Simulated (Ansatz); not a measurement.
# EuO: the cost of one run

Program: Ansatz 0.2.0. Level of theory: DFT LDA+U (U_eff = 7 eV on Eu f), plane waves, PAW, no spin–orbit coupling unless a run says so. These are calculated values, not measurements.

## Step 1: The system as given

It takes space group Fm-3m (No. 225, cubic). The conventional cell has a = 5.144 Å, b = 5.144 Å, c = 5.144 Å, α = 90.00°, β = 90.00°, γ = 90.00°. Eu (site symmetry m-3m) is surrounded by 6 O at 2.57 Å. O (site symmetry m-3m) is surrounded by 6 Eu at 2.57 Å.

Structure file:

```
CELL_PARAMETERS angstrom
0.00000 2.57195 2.57195
2.57195 0.00000 2.57195
2.57195 2.57195 0.00000
ATOMIC_POSITIONS crystal
Eu 0.50000 0.50000 0.50000
O 0.00000 0.00000 0.00000
```

## Step 2: Ferromagnetic start, free, symmetry kept, no search

input.yaml

```yaml
crystal:
  lattice:
    - [0.0, 2.57195197, 2.57195197]
    - [2.57195197, 0.0, 2.57195197]
    - [2.57195197, 2.57195197, 0.0]
  atoms:
    - { symbol: Eu, position: [0.5, 0.5, 0.5], spin: 7.0 }
    - { symbol: O, position: [0.0, 0.0, 0.0] }
basis:
  ecutwfc: 420
  ecutrho_ratio: 4
kpoints:
  mp_grid: { grid: [6, 6, 6] }
hamiltonian:
  xc: lda
  hubbard: { sites: [{ site: 0, l: f, u_eff: 7.0 }] }
scf:
  occupations: { method: gaussian, width: 0.05 }
  lower_state_search: "off"
  max_iter: 150
output:
  forces: true
  stress: true
  eigenvalues: true
  populations: true
  hubbard: { sites: [{ site: 0, l: f }] }
magnetization:
  spin_polarized: true
```

Run with:

```
$ ansatz run input.yaml --threads 2 --pin off --max-ram 3072MiB --backend cpu --events-out ev --progress --plain --runs-dir out
```

**Question.** How long does this run take on 2 threads of Arm Neoverse V1, shared host, and how much memory does it need?

About 2.1 s, with a peak of 0.3 GiB.
